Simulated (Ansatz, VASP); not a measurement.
## Fe: VASP beside Ansatz

```
Fe
1.0
     2.78921    0.00000    0.00000
     0.00000    2.78921    0.00000
     0.00000    0.00000    2.78921
Fe
2
Direct
  0.00000 0.00000 0.00000
  0.50000 0.50000 0.50000
```

Change from the starting cell: equal strain along all axes, cell held, atoms relaxed: -1.5 %.

Alike in both runs: task single point; functional PBE; k mesh 14 × 14 × 14; occupations gaussian, width 0.1 eV; collinear spin.

```csv
,VASP,Ansatz
version,VASP 6.6.1,Ansatz 0.2.0
potentials or method,"VASP PAW PBE potentials, release 64 (Fe)","scalar-relativistic, plane waves, PAW"
plane-wave cutoff (eV),520,420
valence electrons in the cell,16,32
```

|  | VASP | Ansatz | Ansatz less VASP |
| --- | --- | --- | --- |
| gap on the k mesh at the Fermi level (eV) | none | none | - |
| pressure (GPa) | 9.5 | 9.8 | +0.31 |
| net moment per atom (μB) | 2.12 | 2.10 | -0.018 |
| size of the moment on the site where the two differ most (μB) | 2.10 | 2.14 | +0.032 |

Site moments also hang on the region over which each program counts them. A gap of «none» marks a metal or a gap that the smearing closes. The two sets of potentials don't hold the same shells in valence.
